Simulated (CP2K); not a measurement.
Input of a CP2K 2026.2 run:

Contents of mgh2_scf.inp:

```
&GLOBAL
  PROJECT mgh2_scf
  RUN_TYPE ENERGY_FORCE
  PRINT_LEVEL LOW
&END GLOBAL
&FORCE_EVAL
  METHOD QS
  STRESS_TENSOR ANALYTICAL
  &DFT
    BASIS_SET_FILE_NAME BASIS_MOLOPT_UZH
    POTENTIAL_FILE_NAME POTENTIAL_UZH
    &MGRID
      CUTOFF 1400
      REL_CUTOFF 60
      NGRIDS 4
    &END MGRID
    &QS
      METHOD GPW
      EPS_DEFAULT 1.0E-10
    &END QS
    &KPOINTS
      SCHEME MONKHORST-PACK 10 10 10
      GAMMA_CENTERED T
      SYMMETRY T
      SYMMETRY_BACKEND SPGLIB
    &END KPOINTS
    &SCF
      SCF_GUESS ATOMIC
      EPS_SCF 1.0E-6
      MAX_SCF 100
      ADDED_MOS 12
      CHOLESKY OFF
      EPS_EIGVAL 1.0E-7
      &DIAGONALIZATION ON
        ALGORITHM STANDARD
      &END DIAGONALIZATION
      &MIXING ON
        METHOD BROYDEN_MIXING
        ALPHA 0.4
        BETA 1.5
        NBUFFER 8
      &END MIXING
      &SMEAR ON
        METHOD GAUSSIAN
        SIGMA [eV] 0.02
      &END SMEAR
    &END SCF
    &XC
      &XC_FUNCTIONAL
        &GGA_X_PBE
        &END GGA_X_PBE
        &GGA_C_PBE
        &END GGA_C_PBE
      &END XC_FUNCTIONAL
    &END XC
    &PRINT
      &KPOINTS ON
      &END KPOINTS
      &MULLIKEN ON
      &END MULLIKEN
      &MO ON
        ENERGIES T
        OCCUPATION_NUMBERS T
        &EACH
          QS_SCF 0
        &END EACH
        ADD_LAST NUMERIC
      &END MO
    &END PRINT
  &END DFT
  &SUBSYS
    &CELL
      A 3.3673374777 0.0000000000 0.0000000000
      B 1.6836687388 2.9161997988 0.0000000000
      C 1.6836687388 0.9720665996 2.7494195373
      PERIODIC XYZ
    &END CELL
    &COORD
      SCALED
      Mg  0.0000000000 0.0000000000 0.0000000000
      H   0.7500000000 0.7500000000 0.7500000000
      H   0.2500000000 0.2500000000 0.2500000000
    &END COORD
    &KIND Mg
      BASIS_SET TZVP-MOLOPT-PBE-GTH-q10
      POTENTIAL GTH-PBE-q10
    &END KIND
    &KIND H
      BASIS_SET TZVP-MOLOPT-PBE-GTH-q1
      POTENTIAL GTH-PBE-q1
    &END KIND
    &PRINT
      &ATOMIC_COORDINATES ON
      &END ATOMIC_COORDINATES
      &CELL ON
      &END CELL
    &END PRINT
  &END SUBSYS
  &PRINT
    &FORCES ON
    &END FORCES
    &STRESS_TENSOR ON
    &END STRESS_TENSOR
  &END PRINT
&END FORCE_EVAL
```

Potentials or basis: POTENTIAL_UZH Mg GTH-PBE-q10, H GTH-PBE-q1; TZVP-MOLOPT-PBE-GTH basis.

Launch:

```sh
$ OMP_NUM_THREADS=1 cp2k.psmp -i mgh2_scf.inp -o mgh2_scf.out
```

Problem. Estimate the Mulliken charges.

Solution. Mg +1.15; H -0.58 e.

Problem. Estimate the pressure.

Solution. 1.3 GPa.

Problem. What does it give for the band gap on the k mesh?

Solution. None (metal or under the smearing width).

Caveat: the basis of atomic orbitals isn't converged, which shifts pressures, moduli and gaps; the real-space grid breaks the cell's symmetry a little.
